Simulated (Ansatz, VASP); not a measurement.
## One calculation of TiH, two programs

Contents of POSCAR:

```
TiH
1.0
    0.0000000000      2.0896970000      2.0896970000
    2.0896970000      0.0000000000      2.0896970000
    2.0896970000      2.0896970000      0.0000000000
Ti H
1 1
Direct
    0.0000000000      0.0000000000      0.0000000000
    0.5000000000      0.5000000000      0.5000000000
```

INCAR.step1

```
SYSTEM = TiH
ALGO = Normal
EDIFF = 1E-4
ENCUT = 520
GGA = PE
ISMEAR = 1
LASPH = .TRUE.
LCHARG = .FALSE.
LREAL = .FALSE.
LWAVE = .TRUE.
NBANDS = 14
NELM = 100
PREC = Accurate
SIGMA = 0.05
```

Contents of INCAR.step2:

```
SYSTEM = TiH
ALGO = Normal
EDIFF = 1E-6
ENCUT = 520
ISIF = 2
ISMEAR = 1
ISTART = 1
IVDW = 12
LASPH = .TRUE.
LCHARG = .FALSE.
LMIXTAU = .TRUE.
LREAL = .FALSE.
LWAVE = .FALSE.
METAGGA = R2SCAN
NBANDS = 14
NELM = 100
PREC = Accurate
SIGMA = 0.05
VDW_A1 = 0.49484001
VDW_A2 = 5.73083694
VDW_S6 = 1.0
VDW_S8 = 0.78981345
```

KPOINTS

```
k-points
0
G
  9 9 9
  0 0 0
```

Input for Ansatz:

```yaml
crystal:
  lattice:
    - [0.0, 2.089697, 2.089697]
    - [2.089697, 0.0, 2.089697]
    - [2.089697, 2.089697, 0.0]
  atoms:
    - { symbol: Ti, position: [0.0, 0.0, 0.0] }
    - { symbol: H, position: [0.5, 0.5, 0.5] }
basis:
  ecutwfc: 544.22772491976
kpoints:
  mp_grid:
    grid: [9, 9, 9]
hamiltonian:
  xc: r2scan
  dispersion: d3bj
scf:
  occupations:
    method: cold
    width: 0.05
output:
  stress: true
```

The cell comes from a database or a generator and needn't be the stable form of this composition.

Alike in both runs: task single point; functional r2SCAN; dispersion D3(BJ); k mesh 9 × 9 × 9; no spin polarisation.

```csv
,VASP,Ansatz
version,VASP 6.6.1,Ansatz 0.2.0
potentials or method,"VASP PAW PBE potentials, release 64 (Ti_sv, H)","plane waves, PAW"
plane-wave cutoff (eV),520,544
occupations,"methfessel-paxton of order 1, width 0.05 eV","cold, width 0.05 eV"
valence electrons in the cell,13,13
```

|  | VASP | Ansatz | Ansatz less VASP |
| --- | --- | --- | --- |
| pressure (GPa) | -3.4 | -4.0 | -0.57 |
| dispersion energy (meV/atom) | -181.1 | -181.2 | -0.10 |

Ansatz warned: «dispersion_damping_borrowed».

Caveats: the PAW data sets were made with another functional, which shifts forces and pressure a little (VASP); pairwise dispersion overbinds metals, which lowers pressure and volume.
